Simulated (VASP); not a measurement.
## VASP 6.6.1 run: BP

INCAR

```
ISIF = 3
EDIFF = 1E-7
ENCUT = 600
NSW = 30
LCHARG = .FALSE.
ALGO = Normal
PREC = Accurate
IBRION = 2
EDIFFG = -5E-3
NBANDS = 11
LWAVE = .FALSE.
ISMEAR = -1
LASPH = .TRUE.
LREAL = .FALSE.
METAGGA = R2SCAN
MAGMOM = 1
ISPIN = 2
SIGMA = 0.02
NELM = 65
```

KPOINTS

```
KPOINTS created by Atomic Simulation Environment
0
Gamma
10 10 10
0 0 0
```

POSCAR

```
B  P
 1.0000000000000000
     0.0000000000000000    2.1562587605723387    2.1562587605723387
     2.1562587605723387    0.0000000000000000    2.1562587605723387
     2.1562587605723387    2.1562587605723387    0.0000000000000000
 B   P
   1   1
Cartesian
  0.0000000000000000 -0.0000000000000000 -0.0000000000000000
  2.1562587605723387  2.1562587605723387  2.1562587605723387
```

The recommended PBE PAW datasets give the neutral cell 8 valence electrons.

Command

```
mpirun -np 1 vasp_std
```

Standard output (part)

```
POSCAR found type information on POSCAR B P
 POSCAR found :  2 types and       2 ions
|     EEEEEEE  RRRRRR   RRRRRR   OOOOOOO  RRRRRR      ###     ###     ###     |
|     E        R     R  R     R  O     O  R     R     ###     ###     ###     |
|     E        R     R  R     R  O     O  R     R     ###     ###     ###     |
|     EEEEE    RRRRRR   RRRRRR   O     O  RRRRRR       #       #       #      |
|     E        R    R   R    R   O     O  R    R      ###     ###     ###     |
|     EEEEEEE  R     R  R     R  OOOOOOO  R     R     ###     ###     ###     |
|     ERROR: You have set 1 value(s) for MAGMOM; however for                  |
|     spin-polarized calculations (ISPIN=2), MAGMOM has to be a list of       |
|     NIONS values. NIONS=2 in your calculation.                              |
|       ---->  I REFUSE TO CONTINUE WITH THIS SICK JOB ... BYE!!! <----       |
```

VASP stopped before the first electronic step.

Problem. Why shouldn't this run be trusted?

Solution. Too few starting moments. VASP stopped before the first electronic step.
